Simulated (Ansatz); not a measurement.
Input and command of a calculation in Ansatz (plane waves; scalar-relativistic PAW potentials unless the input names others):

```yaml
crystal:
  lattice:
    - [3.1883521697, 0.0, 0.0]
    - [-1.5941760848, 2.7611939752, 0.0]
    - [0.0, 0.0, 5.1269294906]
  atoms:
    - { symbol: Al, position: [0.3333333333, 0.6666666667, -0.0004182775] }
    - { symbol: Al, position: [0.6666666667, 0.3333333333, 0.4995817225] }
    - { symbol: "N", position: [0.3333333333, 0.6666666667, 0.3804182775] }
    - { symbol: "N", position: [0.6666666667, 0.3333333333, 0.8804182775] }
basis:
  ecutwfc: "300 eV"
kpoints:
  mp_grid: { grid: [9, 9, 6] }
hamiltonian:
  xc: pbe
scf:
  occupations: { method: gaussian, width: 0.02 }
output:
  forces: true
  eigenvalues: true
  stress: true
```

```bash
ansatz run input.yaml --threads 1 --pin off --max-ram 2560MiB --backend cpu --events-out ev --progress --plain --runs-dir out
```

Abridged log:
```
Warning: basis.ecutwfc = 300 eV is below the records' recommended 420 eV, and the density's cutoff is lower with it unless basis.ecutrho_ratio is high enough to keep the records' density cutoff: compare with a run at a higher cutoff
Basis set: ecut = 300 eV, 537 PW (Γ), exchange–correlation on 40×40×60 points (8 copies of the dense FFT grid, shifted against one another)
Bands: 12, of which v1, the nominal top of the filled ones, is band 8 counted from 1 (7 counted from 0)
Symmetry: 12 space group operations
k-points: 48 of 486 (time reversal used)
SCF iter   1: F=—  HF=-1847.859630 eV  |F-HF|=—  |Δ(HF+E_count)|=         —  Δρ=9.77e-3  dr2=1.32e-2  ethr=1.77e-3  ⟨swp⟩=6.2  Hψ=3834  notcnv=0
SCF iter   2: F=—  HF=-1847.862931 eV  |F-HF|=—  |Δ(HF+E_count)|=   3.30e-3  Δρ=3.87e-3  dr2=9.77e-4  ethr=8.26e-5  ⟨swp⟩=2.9  Hψ=1516  notcnv=0
SCF iter   3: F=—  HF=-1847.865314 eV  |F-HF|=—  |Δ(HF+E_count)|=   2.38e-3  Δρ=1.11e-3  dr2=8.26e-5  ethr=6.10e-6  ⟨swp⟩=3.0  Hψ=1152  notcnv=0
SCF iter   4: F=—  HF=-1847.865501 eV  |F-HF|=—  |Δ(HF+E_count)|=   1.87e-4  Δρ=6.94e-5  dr2=7.59e-7  ethr=5.16e-7  ⟨swp⟩=2.0  Hψ=960  notcnv=0
SCF iter   5: F=-1847.865502 eV  HF=-1847.865502 eV  |F-HF|=1.14e-8  |Δ(HF+E_count)|=   8.55e-7  Δρ=6.27e-6  dr2=1.87e-8  ethr=4.75e-9  ⟨swp⟩=2.0  Hψ=960  notcnv=0
SCF iter   6: F=-1847.865502 eV  HF=-1847.865502 eV  |F-HF|=1.43e-10  |Δ(HF+E_count)|=   5.98e-9  Δρ=1.54e-6  dr2=5.31e-10  ethr=1.17e-10  ⟨swp⟩=1.8  Hψ=1763  notcnv=0
SCF 1 converged in 6 iterations: F = -1847.865502 eV  dr2 = 5.31e-10
SCF converged after 6 iterations
Free energy (F): -1847.865502 eV
Harris-Foulkes:  -1847.865502 eV  (|F-HF|=1.43e-10)
Internal energy: -1847.865502 eV  (E = F + TS)
E sigma→0 (E₀):  -1847.865502 eV
Fermi energy:    8.096684 eV
--- Forces (eV/Å), atoms counted from 1 ---
  atom   1  Al     0.00000000     0.00000000     0.01402108
  atom   2  Al     0.00000000     0.00000000     0.01402108
  atom   3  N      0.00000000     0.00000000    -0.01415784
  atom   4  N      0.00000000     0.00000000    -0.01415784
--- Stress (GPa, compression-positive) ---
      -10.427582       0.000000       0.000000
        0.000000     -10.427582       0.000000
        0.000000       0.000000     -10.372131
  P = ⅓ Tr σ = -10.4091 GPa (-104.091 kbar)
```

Apart from outputs, empty bands and the relaxation, which only the reference makes, the input differs from a reference run on usual settings in basis.ecutwfc: 420 → "300 eV". The reference, at the same geometry, ended its own course with pressure -10.02 GPa, largest force 0.006 eV/Å, gap on the mesh 3.55 eV. This run converged in 6 SCF iterations with an energy at zero smearing 140 meV/atom above the reference's, pressure -10.41 GPa, largest force 0.014 eV/Å, gap on the mesh 3.50 eV. Its cutoff is looser than usual, and the result moved.

The run took 1.4 s on 1 thread of Arm Neoverse V2 (shared host), peak memory 0.27 GiB.